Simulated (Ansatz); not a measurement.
# Cu: substituted relatives

One table from this session's results is given with a row withheld; the runs are named, their logs left out.

Method: DFT PBEsol, scalar-relativistic, plane waves, PAW, in Ansatz 0.2.0.

## The system as given

Symmetry: I4/mmm, No. 139, tetragonal system. Conventional cell: a = 2.890 Å, b = 2.890 Å, c = 2.720 Å, α = 90.00°, β = 90.00°, γ = 90.00°. Cu (site symmetry 4/mmm) is surrounded by 10 Cu at 2.45 to 2.72 Å.

As a file:

```
Cu
1.0
    -1.44509    1.44509    1.36001
     1.44509   -1.44509    1.36001
     1.44509    1.44509   -1.36001
Cu
1
Direct
  0.00000 0.00000 0.00000
```

It goes back to an entry of the Materials Project, which need not be the stable form.

This cell was relaxed beforehand with the same method: volume 11.36 Å³/atom, gap on the mesh none (metal).

Set-up of the first run:

input.yaml

```yaml
crystal:
  lattice:
    - [-1.4450917292, 1.4450917292, 1.3600072005]
    - [1.4450917292, -1.4450917292, 1.3600072005]
    - [1.4450917292, 1.4450917292, -1.3600072005]
  atoms:
    - { symbol: Fe, position: [0.0, 0.0, 0.0], spin: 4.0 }
basis:
  ecutwfc: 420
kpoints:
  mp_grid: { grid: [8, 8, 8] }
hamiltonian:
  xc: pbesol
scf:
  occupations: { method: gaussian, width: 0.1 }
  lower_state_search: "off"
output:
  forces: true
  stress: true
  eigenvalues: true
  populations: true
magnetization:
  spin_polarized: true
```

The run is started by

```bash
> ansatz run input.yaml --threads 1 --pin off --max-ram 2560MiB --backend cpu --events-out ev --progress --plain --runs-dir out
```

Steps of the session up to this table: Probe: one point at the start (Fe); Coarse relaxation (Fe); The relaxation (Fe); Quick check of gap, pressure and forces (Mg); Rough relaxation on the coarse mesh (Mg); The relaxation (Mg).

One of the session's tables, all rows but one given; the rest of the session is left out.

It belongs to the step «The crystals compared». Lengths are those of the vectors of the cell that was run:

| swap | volume (Å³/atom) | a (Å) | b (Å) | c (Å) |
| --- | --- | --- | --- | --- |
| none | 11.36 | 2.455 | 2.455 | 2.455 |
| Cu → K | 70.20 | 4.505 | 4.505 | 4.505 |
| Cu → Na | 36.35 | 3.616 | 3.616 | 3.616 |
| Cu → Fe | 10.81 | 2.413 | 2.413 | 2.413 |
| Cu → Mg | ? | ? | ? | ? |

Q: Estimate the row for Cu → Mg from the others.

The run gave: volume (Å³/atom): 22.54; a (Å): 3.085; b (Å): 3.085; c (Å): 3.085. In the column «volume (Å³/atom)» it lies between none (11.36) and Cu → Na (36.35).

Lengths are those of the computed cell. Rows of earlier swaps come from the sessions before.
